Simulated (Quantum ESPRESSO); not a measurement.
Crystal: Hf.

```
CELL_PARAMETERS angstrom
-1.80500 1.80500 1.80500
1.80500 -1.80500 1.80500
1.80500 1.80500 -1.80500
ATOMIC_POSITIONS crystal
Hf 0.00000 0.00000 0.00000
```

This isn't the form of Hf at room conditions, which is hcp.

Base run:

| Item | Value |
| --- | --- |
| Program | Quantum ESPRESSO 7.5 |
| Functional | AM05 |
| Potentials or basis | SG15 PBE 1.2 |
| Cutoff | 884 eV |
| Density cutoff | 3537 eV |
| k mesh | 10 × 10 × 10 |
| Occupations | fermi-dirac, width 0.05 eV |
| Spin | no spin polarisation |

Its results: band gap on the k mesh none (metal or under the smearing width); pressure -8.3 GPa.

Problem. After a change of settings the same cell gave: band gap on the k mesh none (metal or under the smearing width); pressure -15.3 GPa. Which change was it?
A. functional from AM05 to LDA
B. functional from AM05 to rSCAN; k mesh from 10 × 10 × 10 to 8 × 8 × 8
C. functional from AM05 to PBE; k mesh from 10 × 10 × 10 to 5 × 5 × 5
D. functional from AM05 to SCAN; k mesh from 10 × 10 × 10 to 8 × 8 × 8

Solution. A.

LDA binds more tightly than AM05, so the same cell stands under less pressure.

Caveats: the potentials were made for another functional, which shifts forces and pressure; spin-orbit coupling is left out, which moves the levels of the heavy elements.
